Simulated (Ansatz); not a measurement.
# Pd (Im-3m) in Ansatz: reference runs

Reference runs on Pd: the cell as given and a disturbed copy, then over a range of volumes.

Everything below comes from runs of Ansatz 0.2.0. Logs are shortened: lines on timing, memory, paths and dates and some standing lists are left out, and cuts for length are marked.

## (1) The crystal as given

It takes space group Im-3m (No. 229, cubic). Conventional cell: a = 3.145 Å, b = 3.145 Å, c = 3.145 Å, α = 90.00°, β = 90.00°, γ = 90.00°. Pd (site symmetry m-3m) has 8 Pd at 2.72 Å as nearest neighbours.

This isn't the form of Pd at room conditions, which is fcc.

## (2) Single point, PBE

File input.yaml:

```yaml
crystal:
  lattice:
    - [-1.572281, 1.572281, 1.572281]
    - [1.572281, -1.572281, 1.572281]
    - [1.572281, 1.572281, -1.572281]
  atoms:
    - { symbol: Pd, position: [0.0, 0.0, 0.0] }
hamiltonian:
  xc: pbe
  pseudopotentials: { kind: paw }
kpoints:
  mp_grid: { grid: [12, 12, 12] }
scf:
  occupations: { method: fermi_dirac, width: 0.05 }
output:
  forces: true
  stress: true
  eigenvalues: true
```

Potentials or basis: Ansatz PAW.

On the command line:

```
ansatz run input.yaml --threads 2 --pin off --max-ram 5120MiB --backend cpu --events-out ev --progress --plain --runs-dir out
```

Standard output:

```text
Warning: RAYON_NUM_THREADS=2 ignored (pool sized by the plan → 2); use --threads N
Engine: ansatz 0.2.0, aarch64-unknown-linux-gnu
Pseudopotentials: kind: paw
Pseudopotential: Pd, paw, valence charge 18, recommended cutoff 420 eV (normal), Pd.paw.azcp
Functional definition: PBE
  parameter kappa = 0.804
  parameter beta = 0.06672455060314922
  exchange = pbe_x(kappa = kappa, mu = beta*pi^2/3)
  correlation = pbe_c(beta = beta)
Crystal: 1 atoms, lattice volume = 15.547 Å³
Basis set: ecut = 420 eV, 321 PW (Γ), exchange–correlation on 40×40×40 points (8 copies of the dense FFT grid, shifted against one another)
Bands: 13, of which v1, the nominal top of the filled ones, is band 9 counted from 1 (8 counted from 0)
Symmetry: 48 space group operations
Space group: Im-3m (ITA 229), of the structure as read, at distance tolerance 2.5e-5 Å
k-points: 72 of 1728
Non-local potential: Pd, projectors of the file, l = 0: 2, l = 1: 2, l = 2: 2, l = 3: 1
PAW form: soft (Blöchl's): semilocal exchange-correlation on the pseudo side does not see the compensation charge
PAW one-centre angular grid: Pd, 590 points (default); XC on 64 Gauss nodes
Initial density: superposition of atomic densities (neutral atoms: chi_scale 0, normalization atom), corrected by the library's trained network
Initial wavefunctions: pseudopotential atomic-orbital guess
Functional: x = pbe(κ = 0.804, μ = 0.2195149727645171), c = pbe(β = 0.06672455060314922)
SCF iter   1: F=—  HF=-6972.812256 eV  |F-HF|=—  |Δ(HF+E_count)|=         —  Δρ=5.00e-3  dr2=1.72e-3  ethr=1.77e-3  ⟨swp⟩=5.3  Hψ=5359  notcnv=0
preconditioner: auto → none  [metal: Δε(μ)=0.075 eV  Ē_g=13.713 eV  σ=0.050 eV  W_gap=0.33  n_scr=0 (ndim 8)  ℏωp=29.8 eV  f_vac=0.000  D(μ)=1.26/eV (n_scr^D=12)]
SCF iter   2: F=—  HF=-6972.812126 eV  |F-HF|=—  |Δ(HF+E_count)|=   1.30e-4  Δρ=2.42e-3  dr2=3.82e-4  ethr=9.56e-6  ⟨swp⟩=2.4  Hψ=1945  notcnv=0
SCF iter   3: F=—  HF=-6972.812090 eV  |F-HF|=—  |Δ(HF+E_count)|=   3.58e-5  Δρ=1.27e-3  dr2=4.47e-5  ethr=2.12e-6  ⟨swp⟩=2.2  Hψ=1319  notcnv=0
SCF iter   4: F=—  HF=-6972.812128 eV  |F-HF|=—  |Δ(HF+E_count)|=   3.82e-5  Δρ=2.29e-4  dr2=1.40e-6  ethr=2.48e-7  ⟨swp⟩=2.1  Hψ=1202  notcnv=0
iter 5 did not close the SCF: its close was put off for the readings that it lacked (scf_convergence_deferred on its scf_iter line)
SCF iter   5: F=-6972.812131 eV  HF=-6972.812131 eV  |F-HF|=3.21e-8  |Δ(HF+E_count)|=   2.33e-6  Δρ=1.98e-5  dr2=1.36e-8  ethr=7.76e-9  ⟨swp⟩=2.4  Hψ=1218  notcnv=0
SCF iter   6: F=-6972.812131 eV  HF=-6972.812131 eV  |F-HF|=4.55e-11  |Δ(HF+E_count)|=   3.49e-8  Δρ=9.84e-7  dr2=4.73e-11  ethr=7.54e-11  ⟨swp⟩=2.0  Hψ=2904  notcnv=0
SCF 1 converged in 6 iterations: F = -6972.812131 eV  dr2 = 4.73e-11
SCF converged after 6 iterations
Free energy (F): -6972.812131 eV
Harris-Foulkes:  -6972.812131 eV  (|F-HF|=4.55e-11)
Internal energy: -6972.801671 eV  (E = F + TS)
E sigma→0 (E₀):  -6972.806901 eV
Entropy (-TS):   -0.010459 eV (-10.459 meV/atom)
Fermi energy:    18.436072 eV
--- Per-component energies (eV) ---
  E_band       = -157.190640
  E_kinetic    = 513.168085
  E_local      = -1822.920110  (includes V_loc(G=0)·N_el)
  E_nonlocal   = 217.380800
  E_hartree    = 737.967681
  E_xc         = -168.349588
  E_vxc        = -211.174706  (∫ρ·V_xc dr)
  E_paw        = -3750.342113  (= ΣΔE_a)
  E_vpaw       = -329.580018  (= ΣTr[D̂ρ^β])
  E_aug_tail   = 0.000172  (compensation charges beyond the density's cutoff)
  E_ewald      = -2699.706598
  E_smearing   = -0.010459  (= −TS)
  E_closure    = 0.000000  (closes the sum)
  Σ components = -6972.812131   (vs F -6972.812131, Δ=0.00e0)
--- Forces (eV/Å), atoms counted from 1 ---
  atom   1  Pd    -0.00000000     0.00000000     0.00000000
  max |Σ_I F_I| component: 4.72e-32 eV/Å
--- Stress (GPa, compression-positive) ---
       -1.113823      -0.000000       0.000000
        0.000000      -1.113823      -0.000000
        0.000000       0.000000      -1.113823
  P = ⅓ Tr σ = -1.1138 GPa (-11.138 kbar)
--- Band table (eV; the first three rows and the last of 72) ---
  k-point 0: bands = ["-65.4809", "-31.0154", "-31.0154", "-31.0154", "11.7054", "15.7196", "15.7196", "15.7196", "17.5633", "17.5633", "37.5243", "37.5243", "37.5243"]
  k-point 1: bands = ["-65.4778", "-31.0392", "-31.0237", "-31.0153", "11.9593", "15.6373", "15.7232", "15.8954", "17.4704", "17.5697", "37.3184", "37.5399", "37.8155"]
  k-point 2: bands = ["-65.4692", "-31.1037", "-31.0461", "-31.0149", "12.6512", "15.4192", "15.7381", "16.3988", "17.3055", "17.5925", "36.1070", "37.1452", "38.6201"]
  k-point 71: bands = ["-65.3975", "-31.2738", "-31.2738", "-31.2738", "13.6191", "13.6191", "18.6492", "18.6492", "18.6492", "27.5008", "27.5008", "27.5008", "35.2031"]
```

Wall time 0.58 s (2 threads of Arm Neoverse V1, shared host); peak memory 0.26 GiB.

What came out:

```yaml
Free_energy: -6972.8121 eV
Pressure: -1.1 GPa
Band_gap_on_the_k_mesh: none (metal or under the smearing width)
```

Levels at points of the mesh, in eV from the Fermi level:
```csv
k point,band 6,band 7,band 8,band 9,band 10,band 11,band 12,band 13
"(0.00, 0.00, 0.00)",-2.72,-2.72,-2.72,-0.87,-0.87,19.09,19.09,19.09
"(0.00, 0.00, -0.50)",-3.83,-0.94,-0.66,0.57,1.51,7.53,14.96,17.31
"(-0.50, -0.50, -0.50)",-4.82,0.21,0.21,0.21,9.06,9.06,9.06,16.77
```

## (3) Single point, PBE (cell strained at random at fixed volume)

File input.yaml:

```yaml
crystal:
  lattice:
    - [-1.599177, 1.54912, 1.628452]
    - [1.602966, -1.50854, 1.591662]
    - [1.577905, 1.487269, -1.587873]
  atoms:
    - { symbol: Pd, position: [0.012912, -0.001045, -0.01217] }
hamiltonian:
  xc: pbe
  pseudopotentials: { kind: paw }
kpoints:
  mp_grid: { grid: [12, 12, 12] }
scf:
  occupations: { method: fermi_dirac, width: 0.05 }
output:
  forces: true
  stress: true
  eigenvalues: true
  write_density: true
  write_potential: true
  elf: true
  volumetric_format: npy
```

Potentials or basis: Ansatz PAW.

On the command line:

```
ansatz run input.yaml --threads 2 --pin off --max-ram 5120MiB --backend cpu --events-out ev --progress --plain --runs-dir out
```

Standard output:

```text
Warning: RAYON_NUM_THREADS=2 ignored (pool sized by the plan → 2); use --threads N
[... 8 set-up lines as earlier in the session ...]
Crystal: 1 atoms, lattice volume = 15.547 Å³
Basis set: ecut = 420 eV, 315 PW (Γ), exchange–correlation on 40×40×36 points (8 copies of the dense FFT grid, shifted against one another)
Bands: 13, of which v1, the nominal top of the filled ones, is band 9 counted from 1 (8 counted from 0)
Symmetry: 2 space group operations
Space group: P-1 (ITA 2), of the structure as read, at distance tolerance 2.5e-5 Å
k-points: 868 of 1728
[... 3 set-up lines as earlier in the session ...]
[... 24 lines left out ...]
  E_nonlocal   = 217.368779
  E_hartree    = 738.306456
  E_xc         = -168.358003
  E_vxc        = -211.186075  (∫ρ·V_xc dr)
  E_paw        = -3750.337494  (= ΣΔE_a)
  E_vpaw       = -329.575779  (= ΣTr[D̂ρ^β])
  E_aug_tail   = 0.000217  (compensation charges beyond the density's cutoff)
  E_ewald      = -2699.304888
  E_smearing   = -0.010275  (= −TS)
  E_closure    = -0.000000  (closes the sum)
  Σ components = -6972.811536   (vs F -6972.811536, Δ=0.00e0)
--- Forces (eV/Å), atoms counted from 1 ---
  atom   1  Pd     0.00000000     0.00000000     0.00000000
  max |Σ_I F_I| component: 0.00e0 eV/Å
--- Stress (GPa, compression-positive) ---
       -0.732215       1.259440      -0.428941
        1.259439      -1.962589      -2.451444
       -0.428941      -2.451444      -0.340063
  P = ⅓ Tr σ = -1.0116 GPa (-10.116 kbar)
--- Band table (eV; the first three rows and the last of 868) ---
  k-point 0: bands = ["-65.4851", "-31.0233", "-31.0168", "-31.0161", "11.7058", "15.4309", "15.8189", "15.9334", "17.3325", "17.7585", "37.0422", "37.3007", "38.2744"]
  k-point 1: bands = ["-65.4817", "-31.0464", "-31.0256", "-31.0183", "11.9709", "15.4954", "15.8341", "15.9440", "17.3330", "17.6706", "37.2686", "37.3618", "38.0829"]
  k-point 2: bands = ["-65.4724", "-31.1133", "-31.0503", "-31.0194", "12.6938", "15.3631", "15.8730", "16.3090", "17.3325", "17.5472", "36.6161", "37.0963", "38.2346"]
  k-point 867: bands = ["-65.4018", "-31.3141", "-31.2807", "-31.2349", "13.5982", "13.6324", "18.5217", "18.6114", "18.8085", "26.7974", "27.1553", "28.6143", "34.6266"]
```

rho_z.tsv:

```text
# z_ang	rho[e/angstrom^3]
# format = ansatz-planar-average/11
# lattice	-1.599177000	1.549120000	1.628452000
# lattice	1.602966000	-1.508540000	1.591662000
# lattice	1.577905000	1.487269000	-1.587873000
# sites	1
# site	46	-0.041526777	0.003478598	0.038687700
0.000000	2.364551e0
0.149310	2.238612e0
0.298620	1.950754e0
0.447930	1.544600e0
0.597240	1.102967e0
0.746550	7.243923e-1
[... 10 lines left out ...]
2.388961	2.094901e0
2.538271	2.315019e0
```

It took 6.4 s on 2 threads of Arm Neoverse V1, shared host; peak memory 0.43 GiB.

What came out:

* Free energy: -6972.8115 eV
* Pressure: -1.0 GPa
* Band gap on the k mesh: none (metal or under the smearing width)

Stress tensor (GPa, compression positive):
```
-0.73  1.26 -0.43
 1.26 -1.96 -2.45
-0.43 -2.45 -0.34
```

## (4) Single point, PBE, 14.61 Å³/atom (volume scaled by 0.94)

File input.yaml:

```yaml
crystal:
  lattice:
    - [-1.5401846266, 1.5401846266, 1.5401846266]
    - [1.5401846266, -1.5401846266, 1.5401846266]
    - [1.5401846266, 1.5401846266, -1.5401846266]
  atoms:
    - { symbol: Pd, position: [0.0, 0.0, 0.0] }
hamiltonian:
  xc: pbe
  pseudopotentials: { kind: paw }
kpoints:
  mp_grid: { grid: [12, 12, 12] }
scf:
  occupations: { method: fermi_dirac, width: 0.05 }
output:
  forces: true
  stress: true
  eigenvalues: true
```

On the command line:

```
ansatz run input.yaml --threads 2 --pin off --max-ram 5120MiB --backend cpu --events-out ev --progress --plain --runs-dir out
```

It took 0.56 s on 2 threads of Arm Neoverse V1, shared host; peak memory 0.25 GiB.

It converged, with:

```
Free energy            : -6972.7870 eV
Pressure               : 10.5 GPa
Band gap on the k mesh : none (metal or under the smearing width)
```

## (5) Single point, PBE, 14.93 Å³/atom (volume scaled by 0.96)

input.yaml, as its differences from that of step 4:

```diff
@@ -2,5 +2,5 @@
   lattice:
-    - [-1.5401846266, 1.5401846266, 1.5401846266]
-    - [1.5401846266, -1.5401846266, 1.5401846266]
-    - [1.5401846266, 1.5401846266, -1.5401846266]
+    - [-1.5510313546, 1.5510313546, 1.5510313546]
+    - [1.5510313546, -1.5510313546, 1.5510313546]
+    - [1.5510313546, 1.5510313546, -1.5510313546]
   atoms:
```

On the command line:

```
ansatz run input.yaml --threads 2 --pin off --max-ram 5120MiB --backend cpu --events-out ev --progress --plain --runs-dir out
```

It took 0.56 s on 2 threads of Arm Neoverse V1, shared host; peak memory 0.25 GiB.

It converged, with:

```yaml
Free_energy: -6972.8030 eV
Pressure: 6.1 GPa
Band_gap_on_the_k_mesh: none (metal or under the smearing width)
```

## (6) Single point, PBE, 15.24 Å³/atom (volume scaled by 0.98)

input.yaml, as its differences from that of step 5:

```diff
@@ -2,5 +2,5 @@
   lattice:
-    - [-1.5510313546, 1.5510313546, 1.5510313546]
-    - [1.5510313546, -1.5510313546, 1.5510313546]
-    - [1.5510313546, 1.5510313546, -1.5510313546]
+    - [-1.5617284606, 1.5617284606, 1.5617284606]
+    - [1.5617284606, -1.5617284606, 1.5617284606]
+    - [1.5617284606, 1.5617284606, -1.5617284606]
   atoms:
```

Potentials or basis: Ansatz PAW.

On the command line:

```
ansatz run input.yaml --threads 2 --pin off --max-ram 5120MiB --backend cpu --events-out ev --progress --plain --runs-dir out
```

It took 0.57 s on 2 threads of Arm Neoverse V1, shared host; peak memory 0.26 GiB.

It converged, with:

- Free energy: -6972.8111 eV
- Pressure: 2.3 GPa
- Band gap on the k mesh: none (metal or under the smearing width)

## (7) Single point, PBE, 15.55 Å³/atom

input.yaml, as its differences from that of step 6:

```diff
@@ -2,5 +2,5 @@
   lattice:
-    - [-1.5617284606, 1.5617284606, 1.5617284606]
-    - [1.5617284606, -1.5617284606, 1.5617284606]
-    - [1.5617284606, 1.5617284606, -1.5617284606]
+    - [-1.572281, 1.572281, 1.572281]
+    - [1.572281, -1.572281, 1.572281]
+    - [1.572281, 1.572281, -1.572281]
   atoms:
```

On the command line:

```
ansatz run input.yaml --threads 2 --pin off --max-ram 5120MiB --backend cpu --events-out ev --progress --plain --runs-dir out
```

Run time: 0.57 s. Hardware: 2 threads of Arm Neoverse V1, shared host; peak memory 0.26 GiB.

Results (log left out):

| Quantity | Value |
| --- | --- |
| Free energy | -6972.8121 eV |
| Pressure | -1.1 GPa |
| Band gap on the k mesh | none (metal or under the smearing width) |

## (8) Single point, PBE, 15.86 Å³/atom (volume scaled by 1.02)

input.yaml, as its differences from that of step 7:

```diff
@@ -2,5 +2,5 @@
   lattice:
-    - [-1.572281, 1.572281, 1.572281]
-    - [1.572281, -1.572281, 1.572281]
-    - [1.572281, 1.572281, -1.572281]
+    - [-1.5826937604, 1.5826937604, 1.5826937604]
+    - [1.5826937604, -1.5826937604, 1.5826937604]
+    - [1.5826937604, 1.5826937604, -1.5826937604]
   atoms:
```

On the command line:

```
ansatz run input.yaml --threads 2 --pin off --max-ram 5120MiB --backend cpu --events-out ev --progress --plain --runs-dir out
```

Run time: 0.58 s. Hardware: 2 threads of Arm Neoverse V1, shared host; peak memory 0.26 GiB.

The run converged. Its results:

* Free energy: -6972.8070 eV
* Pressure: -4.1 GPa
* Band gap on the k mesh: none (metal or under the smearing width)

## (9) Single point, PBE, 16.17 Å³/atom (volume scaled by 1.04)

input.yaml, as its differences from that of step 8:

```diff
@@ -2,5 +2,5 @@
   lattice:
-    - [-1.5826937604, 1.5826937604, 1.5826937604]
-    - [1.5826937604, -1.5826937604, 1.5826937604]
-    - [1.5826937604, 1.5826937604, -1.5826937604]
+    - [-1.5929712806, 1.5929712806, 1.5929712806]
+    - [1.5929712806, -1.5929712806, 1.5929712806]
+    - [1.5929712806, 1.5929712806, -1.5929712806]
   atoms:
```

Potentials or basis: Ansatz PAW.

On the command line:

```
ansatz run input.yaml --threads 2 --pin off --max-ram 5120MiB --backend cpu --events-out ev --progress --plain --runs-dir out
```

Wall time 0.59 s (2 threads of Arm Neoverse V1, shared host); peak memory 0.26 GiB.

The run converged. Its results:

```
Free energy            : -6972.7965 eV
Pressure               : -6.7 GPa
Band gap on the k mesh : none (metal or under the smearing width)
```

## (10) Single point, PBE, 16.48 Å³/atom (volume scaled by 1.06)

input.yaml, as its differences from that of step 9:

```diff
@@ -2,5 +2,5 @@
   lattice:
-    - [-1.5929712806, 1.5929712806, 1.5929712806]
-    - [1.5929712806, -1.5929712806, 1.5929712806]
-    - [1.5929712806, 1.5929712806, -1.5929712806]
+    - [-1.6031178681, 1.6031178681, 1.6031178681]
+    - [1.6031178681, -1.6031178681, 1.6031178681]
+    - [1.6031178681, 1.6031178681, -1.6031178681]
   atoms:
```

On the command line:

```
ansatz run input.yaml --threads 2 --pin off --max-ram 5120MiB --backend cpu --events-out ev --progress --plain --runs-dir out
```

It took 0.58 s on 2 threads of Arm Neoverse V1, shared host; peak memory 0.26 GiB.

It converged, with:

```
Free energy            : -6972.7813 eV
Pressure               : -8.9 GPa
Band gap on the k mesh : none (metal or under the smearing width)
```

## (11) Equation of state, PBE

Potentials or basis: Ansatz PAW.

No new run: the results of the series are fitted here.

What came out:

| Property | Result |
| --- | --- |
| Equilibrium volume | 15.44 Å³/atom |
| Bulk modulus | 164 GPa |
| Pressure derivative of the bulk modulus | 5.5 |

Energy against volume, from the lowest point:
```
volume (Å³/atom)  energy (meV/atom)
          14.614              25.14
          14.925               9.12
          15.236               1.06
          15.547               0.00
          15.858               5.11
          16.169              15.59
          16.480              30.78
```

## (12) Overview

| task | cell | gap on the mesh (eV) | pressure (GPa) |
| --- | --- | --- | --- |
| single point | as given | none | -1.1 |
| single point | cell strained at random at fixed volume | none | -1.0 |
| equation of state | as given | - | - |

Alike in all rows: level PBE; potentials or basis Ansatz PAW; no spin polarisation; k mesh 12 × 12 × 12; cutoff (eV) 420; smearing fermi-dirac 0.05 eV.

Absolute energies hang on the potentials; compare differences alone.
